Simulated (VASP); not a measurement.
Set up this calculation in VASP 6.6.1, as the native input.

```
Task                   : relaxation of cell and atoms
Functional             : PBEsol
Potentials or basis    : VASP PAW PBE potentials, release 64 (Al, Co)
Cutoff                 : 600 eV
k mesh                 : 14 × 14 × 14
Occupations            : methfessel-paxton, width 0.1 eV
Spin                   : no spin polarisation
Further INCAR settings : ALGO = Normal; EDIFF = 1e-06; IBRION = 2; EDIFFG = -0.01; NSW = 90; ISIF = 3
```

The structure of AlCo lies in POSCAR:

```
AlCo
1.0
    2.8194032100      0.0000000000      0.0000000000
    0.0000000000      2.8194032100      0.0000000000
    0.0000000000      0.0000000000      2.8194032100
Al Co
1 1
Direct
    0.0000000000      0.0000000000      0.0000000000
    0.5000000000      0.5000000000      0.5000000000
```

The cell is a database's computed one.

These files were run (other wordings do the same):

INCAR

```
SYSTEM = AlCo
  PREC = Accurate
  ENCUT = 600
  EDIFF = 1E-6
  ISMEAR = 1
  SIGMA = 0.1
  LREAL = .FALSE.
  LASPH = .TRUE.
  NELM = 80
  ALGO = Normal
  ISIF = 3
  LWAVE = .FALSE.
  LCHARG = .FALSE.
  GGA = PS
  IBRION = 2
  NSW = 90
  EDIFFG = -0.01
```

KPOINTS

```
Automatic mesh
0
G
  14 14 14
  0 0 0
```

Potentials or basis: VASP PAW PBE potentials, release 64 (Al, Co).

Run with:

```sh
$ cat potpaw_PBE.64/Al/POTCAR potpaw_PBE.64/Co/POTCAR > POTCAR
$ mpirun -np 1 vasp_std > vasp.out
```

It gave:

```yaml
Relaxed_volume: 11.24 Å³/atom
Relaxed_cell: a = 2.823 Å, b = 2.823 Å, c = 2.823 Å, α = 90.00°, β = 90.00°, γ = 90.00°
Space_group_after_relaxing_to_0.05_Å: Pm-3m (No. 221)
Energy_gained_by_relaxing: 0.1 meV/atom
Ionic_steps: 3
Pressure_after_relaxing: 0.1 GPa
Band_gap_on_the_k_mesh: none (metal or under the smearing width)
```

Caveat: the PAW data sets were made with another functional, which shifts forces and pressure a little.

Wall time 14 s on 1 thread of Intel(R) Xeon(R) 6975P-C (Granite Rapids), with other jobs on the host, peak memory 0.17 GiB.
